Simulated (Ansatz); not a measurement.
# Sr (P6_3/mmc) in Ansatz: reference runs

Reference runs on Sr: the cell as given and a disturbed copy.

Everything below comes from runs of Ansatz 0.2.0. Logs are shortened: lines on timing, memory, paths and dates and some standing lists are left out, and cuts for length are marked.

### 1 Starting point

Symmetry: P6_3/mmc, No. 194, hexagonal system. The conventional cell has a = 4.310 Å, b = 4.310 Å, c = 7.050 Å, α = 90.00°, β = 90.00°, γ = 120.00°. Sr (site symmetry -6m2) has 12 Sr at 4.31 Å as nearest neighbours.

This isn't the form of Sr at room conditions, which is fcc.

### 2 Single point, PBE

File input.yaml:

```yaml
crystal:
  lattice:
    - [4.31, 0.0, 0.0]
    - [-2.155, 3.7325694903, 0.0]
    - [0.0, 0.0, 7.05]
  atoms:
    - { symbol: Sr, position: [0.6666666667, 0.3333333333, 0.75] }
    - { symbol: Sr, position: [0.3333333333, 0.6666666667, 0.25] }
hamiltonian:
  xc: pbe
  pseudopotentials: { kind: paw }
kpoints:
  mp_grid: { grid: [7, 7, 4] }
scf:
  occupations: { method: fermi_dirac, width: 0.05 }
output:
  forces: true
  stress: true
  eigenvalues: true
  write_density: true
  write_potential: true
  elf: true
  volumetric_format: npy
```

Potentials or basis: Ansatz PAW.

Run with:

```bash
$ ansatz run input.yaml --threads 2 --pin off --max-ram 5120MiB --backend cpu --events-out ev --progress --plain --runs-dir out
```

The log of the run:

```text
Warning: RAYON_NUM_THREADS=2 ignored (pool sized by the plan → 2); use --threads N
Engine: ansatz 0.2.0, aarch64-unknown-linux-gnu
Pseudopotentials: kind: paw
Pseudopotential: Sr, paw, valence charge 10, recommended cutoff 420 eV (normal), Sr.paw.azcp
Functional definition: PBE
  parameter kappa = 0.804
  parameter beta = 0.06672455060314922
  exchange = pbe_x(kappa = kappa, mu = beta*pi^2/3)
  correlation = pbe_c(beta = beta)
Crystal: 2 atoms, lattice volume = 113.416 Å³
Basis set: ecut = 420 eV, 2213 PW (Γ), exchange–correlation on 60×60×96 points (8 copies of the dense FFT grid, shifted against one another)
Bands: 14, of which v1, the nominal top of the filled ones, is band 10 counted from 1 (9 counted from 0)
Symmetry: 24 space group operations
Space group: P63/mmc (ITA 194), of the structure as read, at distance tolerance 4.8e-5 Å
k-points: 24 of 196
Non-local potential: Sr, projectors of the file, l = 0: 3, l = 1: 2, l = 2: 2
PAW form: soft (Blöchl's): semilocal exchange-correlation on the pseudo side does not see the compensation charge
PAW one-centre angular grid: Sr, 110 points (default); XC on 64 Gauss nodes
Initial density: superposition of atomic densities (neutral atoms: chi_scale 0, normalization atom), corrected by the library's trained network
Initial wavefunctions: pseudopotential atomic-orbital guess
Functional: x = pbe(κ = 0.804, μ = 0.2195149727645171), c = pbe(β = 0.06672455060314922)
SCF iter   1: F=—  HF=-7088.443479 eV  |F-HF|=—  |Δ(HF+E_count)|=         —  Δρ=1.58e-3  dr2=6.97e-3  ethr=1.77e-3  ⟨swp⟩=9.2  Hψ=2578  notcnv=0
preconditioner: auto → Kerker (q_TF=auto, 2.043 Å⁻¹)  [metal: Δε(μ)=0.029 eV  Ē_g=2.314 eV  σ=0.050 eV  W_gap=0.14  n_scr=22 (ndim 8)  ℏωp=7.0 eV  f_vac=0.000  D(μ)=3.46/eV (n_scr^D=22)]
SCF iter   2: F=—  HF=-7088.443931 eV  |F-HF|=—  |Δ(HF+E_count)|=   4.52e-4  Δρ=1.10e-3  dr2=3.79e-3  ethr=3.48e-5  ⟨swp⟩=2.1  Hψ=668  notcnv=0
SCF iter   3: F=—  HF=-7088.443391 eV  |F-HF|=—  |Δ(HF+E_count)|=   5.41e-4  Δρ=3.37e-4  dr2=3.27e-4  ethr=1.89e-5  ⟨swp⟩=1.0  Hψ=336  notcnv=0
SCF iter   4: F=—  HF=-7088.443332 eV  |F-HF|=—  |Δ(HF+E_count)|=   5.90e-5  Δρ=1.11e-4  dr2=6.08e-6  ethr=1.64e-6  ⟨swp⟩=1.6  Hψ=368  notcnv=0
SCF iter   5: F=—  HF=-7088.443331 eV  |F-HF|=—  |Δ(HF+E_count)|=   7.45e-7  Δρ=1.25e-5  dr2=3.13e-7  ethr=3.04e-8  ⟨swp⟩=2.8  Hψ=615  notcnv=0
SCF iter   6: F=-7088.443331 eV  HF=-7088.443331 eV  |F-HF|=6.15e-9  |Δ(HF+E_count)|=   6.35e-8  Δρ=3.98e-6  dr2=2.57e-8  ethr=5.00e-10  ⟨swp⟩=11.6  Hψ=2850  notcnv=0
SCF 1 converged in 6 iterations: F = -7088.443331 eV  dr2 = 2.57e-8
SCF converged after 6 iterations
Free energy (F): -7088.443331 eV
Harris-Foulkes:  -7088.443331 eV  (|F-HF|=6.15e-9)
Internal energy: -7088.415485 eV  (E = F + TS)
E sigma→0 (E₀):  -7088.429408 eV
Entropy (-TS):   -0.027845 eV (-13.923 meV/atom)
Fermi energy:    4.901638 eV
--- Per-component energies (eV) ---
  E_band       = -277.579118
  E_kinetic    = 482.385269
  E_local      = -1558.678793  (includes V_loc(G=0)·N_el)
  E_nonlocal   = 405.725524
  E_hartree    = 396.300880
  E_xc         = -342.221343
  E_vxc        = -318.175820  (∫ρ·V_xc dr)
  E_paw        = -5389.431104  (= ΣΔE_a)
  E_vpaw       = -81.440700  (= ΣTr[D̂ρ^β])
  E_aug_tail   = -0.000002  (compensation charges beyond the density's cutoff)
  E_ewald      = -1082.495916
  E_smearing   = -0.027845  (= −TS)
  E_closure    = 0.000000  (closes the sum)
  Σ components = -7088.443331   (vs F -7088.443331, Δ=0.00e0)
--- Forces (eV/Å), atoms counted from 1 ---
  atom   1  Sr     0.00000000     0.00000000     0.00000000
  atom   2  Sr     0.00000000    -0.00000000     0.00000000
  max |Σ_I F_I| component: 0.00e0 eV/Å
--- Stress (GPa, compression-positive) ---
       -0.419816       0.000000       0.000000
        0.000000      -0.419816       0.000000
        0.000000       0.000000       0.055437
  P = ⅓ Tr σ = -0.2614 GPa (-2.614 kbar)
--- Band table (eV; the first three rows and the last of 24) ---
  k-point 0: bands = ["-31.7834", "-31.7715", "-13.8468", "-13.7046", "-13.7046", "-13.6805", "-13.6805", "-13.6720", "1.2611", "3.7452", "4.8792", "7.1388", "7.1388", "7.1402"]
  k-point 1: bands = ["-31.7816", "-31.7732", "-13.8218", "-13.7011", "-13.7011", "-13.6982", "-13.6841", "-13.6841", "1.5025", "3.1049", "5.3758", "6.8269", "7.0835", "7.0835"]
  k-point 2: bands = ["-31.7774", "-31.7774", "-13.7606", "-13.7606", "-13.6926", "-13.6926", "-13.6926", "-13.6926", "2.1756", "2.1756", "6.1256", "6.1256", "7.1358", "7.1358"]
  k-point 23: bands = ["-31.7687", "-31.7687", "-13.8234", "-13.8234", "-13.7741", "-13.7741", "-13.7085", "-13.7085", "4.5248", "4.5248", "5.2778", "5.2778", "5.5870", "5.5870"]
```

It took 1.9 s on 2 threads of Arm Neoverse V2, shared host; peak memory 0.32 GiB.

What came out:

* Free energy: -7088.4433 eV
* Pressure: -0.3 GPa
* Band gap on the k mesh: none (metal or under the smearing width)

Levels at points of the mesh, in eV from the Fermi level:
```csv
k point,band 7,band 8,band 9,band 10,band 11,band 12,band 13,band 14
"(0.00, 0.00, 0.00)",-18.58,-18.57,-3.64,-1.16,-0.02,2.24,2.24,2.24
"(0.00, 0.00, -0.50)",-18.59,-18.59,-2.73,-2.73,1.22,1.22,2.23,2.23
```

### 3 Single point, PBE (atoms moved at random, drawn with an rms of 0.05 Å)

File input.yaml:

```yaml
crystal:
  lattice:
    - [4.31, 0.0, 0.0]
    - [-2.155, 3.7325694903, 0.0]
    - [0.0, 0.0, 7.05]
  atoms:
    - { symbol: Sr, position: [0.666109, 0.332722, 0.7515] }
    - { symbol: Sr, position: [0.346707, 0.670806, 0.24174] }
hamiltonian:
  xc: pbe
  pseudopotentials: { kind: paw }
kpoints:
  mp_grid: { grid: [7, 7, 4] }
scf:
  occupations: { method: fermi_dirac, width: 0.05 }
output:
  forces: true
  stress: true
  eigenvalues: true
```

Potentials or basis: Ansatz PAW.

Run with:

```bash
$ ansatz run input.yaml --threads 2 --pin off --max-ram 5120MiB --backend cpu --events-out ev --progress --plain --runs-dir out
```

The log of the run:

```text
Warning: RAYON_NUM_THREADS=2 ignored (pool sized by the plan → 2); use --threads N
Engine: ansatz 0.2.0, aarch64-unknown-linux-gnu
Pseudopotentials: kind: paw
Pseudopotential: Sr, paw, valence charge 10, recommended cutoff 420 eV (normal), Sr.paw.azcp
Functional definition: PBE
  parameter kappa = 0.804
  parameter beta = 0.06672455060314922
  exchange = pbe_x(kappa = kappa, mu = beta*pi^2/3)
  correlation = pbe_c(beta = beta)
Crystal: 2 atoms, lattice volume = 113.416 Å³
Basis set: ecut = 420 eV, 2213 PW (Γ), exchange–correlation on 60×60×96 points (8 copies of the dense FFT grid, shifted against one another)
Bands: 14, of which v1, the nominal top of the filled ones, is band 10 counted from 1 (9 counted from 0)
Symmetry: 2 space group operations
Space group: P-1 (ITA 2), of the structure as read, at distance tolerance 4.8e-5 Å
k-points: 99 of 196
Non-local potential: Sr, projectors of the file, l = 0: 3, l = 1: 2, l = 2: 2
PAW form: soft (Blöchl's): semilocal exchange-correlation on the pseudo side does not see the compensation charge
PAW one-centre angular grid: Sr, 110 points (default); XC on 64 Gauss nodes
Initial density: superposition of atomic densities (neutral atoms: chi_scale 0, normalization atom), corrected by the library's trained network
Initial wavefunctions: pseudopotential atomic-orbital guess
Functional: x = pbe(κ = 0.804, μ = 0.2195149727645171), c = pbe(β = 0.06672455060314922)
SCF iter   1: F=—  HF=-7088.439985 eV  |F-HF|=—  |Δ(HF+E_count)|=         —  Δρ=1.59e-3  dr2=6.99e-3  ethr=1.77e-3  ⟨swp⟩=9.3  Hψ=10724  notcnv=0
preconditioner: auto → Kerker (q_TF=auto, 2.043 Å⁻¹)  [metal: Δε(μ)=0.005 eV  Ē_g=2.309 eV  σ=0.050 eV  W_gap=0.02  n_scr=22 (ndim 8)  ℏωp=7.0 eV  f_vac=0.000  D(μ)=3.46/eV (n_scr^D=22)]
SCF iter   2: F=—  HF=-7088.440475 eV  |F-HF|=—  |Δ(HF+E_count)|=   4.90e-4  Δρ=1.10e-3  dr2=3.76e-3  ethr=3.49e-5  ⟨swp⟩=2.1  Hψ=2744  notcnv=0
SCF iter   3: F=—  HF=-7088.439938 eV  |F-HF|=—  |Δ(HF+E_count)|=   5.38e-4  Δρ=3.32e-4  dr2=3.15e-4  ethr=1.88e-5  ⟨swp⟩=1.0  Hψ=1386  notcnv=0
SCF iter   4: F=—  HF=-7088.439882 eV  |F-HF|=—  |Δ(HF+E_count)|=   5.55e-5  Δρ=1.09e-4  dr2=6.79e-6  ethr=1.58e-6  ⟨swp⟩=1.7  Hψ=1497  notcnv=0
SCF iter   5: F=—  HF=-7088.439883 eV  |F-HF|=—  |Δ(HF+E_count)|=   6.89e-7  Δρ=1.39e-5  dr2=4.36e-7  ethr=3.40e-8  ⟨swp⟩=2.5  Hψ=2315  notcnv=0
SCF iter   6: F=-7088.439883 eV  HF=-7088.439883 eV  |F-HF|=8.26e-9  |Δ(HF+E_count)|=   8.90e-8  Δρ=4.19e-6  dr2=3.08e-8  ethr=5.00e-10  ⟨swp⟩=7.2  Hψ=7923  notcnv=0
SCF 1 converged in 6 iterations: F = -7088.439883 eV  dr2 = 3.08e-8
SCF converged after 6 iterations
Free energy (F): -7088.439883 eV
Harris-Foulkes:  -7088.439883 eV  (|F-HF|=8.26e-9)
Internal energy: -7088.412078 eV  (E = F + TS)
E sigma→0 (E₀):  -7088.425980 eV
Entropy (-TS):   -0.027805 eV (-13.903 meV/atom)
Fermi energy:    4.900972 eV
--- Per-component energies (eV) ---
  E_band       = -277.574356
  E_kinetic    = 482.399925
  E_local      = -1559.395385  (includes V_loc(G=0)·N_el)
  E_nonlocal   = 405.726626
  E_hartree    = 396.657191
  E_xc         = -342.226533
  E_vxc        = -318.183029  (∫ρ·V_xc dr)
  E_paw        = -5389.431353  (= ΣΔE_a)
  E_vpaw       = -81.440205  (= ΣTr[D̂ρ^β])
  E_aug_tail   = -0.000002  (compensation charges beyond the density's cutoff)
  E_ewald      = -1082.142545
  E_smearing   = -0.027805  (= −TS)
  E_closure    = -0.000000  (closes the sum)
  Σ components = -7088.439883   (vs F -7088.439883, Δ=0.00e0)
--- Forces (eV/Å), atoms counted from 1 ---
  atom   1  Sr     0.01388018     0.00445499    -0.08900093
  atom   2  Sr    -0.01388018    -0.00445499     0.08900093
  max |Σ_I F_I| component: 0.00e0 eV/Å
--- Stress (GPa, compression-positive) ---
       -0.434951      -0.060763      -0.006713
       -0.060763      -0.391162      -0.002226
       -0.006713      -0.002226       0.072834
  P = ⅓ Tr σ = -0.2511 GPa (-2.511 kbar)
--- Band table (eV; the first three rows and the last of 99) ---
  k-point 0: bands = ["-31.7830", "-31.7709", "-13.8477", "-13.7064", "-13.7022", "-13.6799", "-13.6798", "-13.6716", "1.2612", "3.7451", "4.8797", "7.1254", "7.1410", "7.1486"]
  k-point 1: bands = ["-31.7813", "-31.7726", "-13.8230", "-13.7027", "-13.6996", "-13.6970", "-13.6836", "-13.6830", "1.5024", "3.1058", "5.3733", "6.8322", "7.0775", "7.0868"]
  k-point 2: bands = ["-31.7781", "-31.7759", "-13.7714", "-13.7505", "-13.6955", "-13.6929", "-13.6909", "-13.6891", "2.1434", "2.2087", "6.0383", "6.2164", "7.1189", "7.1326"]
  k-point 98: bands = ["-31.7721", "-31.7678", "-13.8228", "-13.8029", "-13.7620", "-13.7396", "-13.7223", "-13.6989", "3.1961", "4.4077", "5.2795", "5.3420", "6.2731", "6.5005"]
```

Wall time 3.2 s (2 threads of Arm Neoverse V2, shared host); peak memory 0.41 GiB.

Results:

| Item | Value |
| --- | --- |
| Free energy | -7088.4399 eV |
| Pressure | -0.3 GPa |
| Largest force | 0.090 eV/Å |
| Band gap on the k mesh | none (metal or under the smearing width) |

Forces in eV/Å, atoms in the order of the input:
```
Sr   0.014  0.004 -0.089
Sr  -0.014 -0.004  0.089
```

Levels at points of the mesh, in eV from the Fermi level:
```csv
k point,band 6,band 7,band 8,band 9,band 10,band 11,band 12,band 13,band 14
"(0.00, 0.00, 0.00)",-18.58,-18.58,-18.57,-3.64,-1.16,-0.02,2.22,2.24,2.25
"(0.00, 0.00, -0.50)",-18.59,-18.59,-18.59,-2.76,-2.69,1.14,1.32,2.22,2.23
```
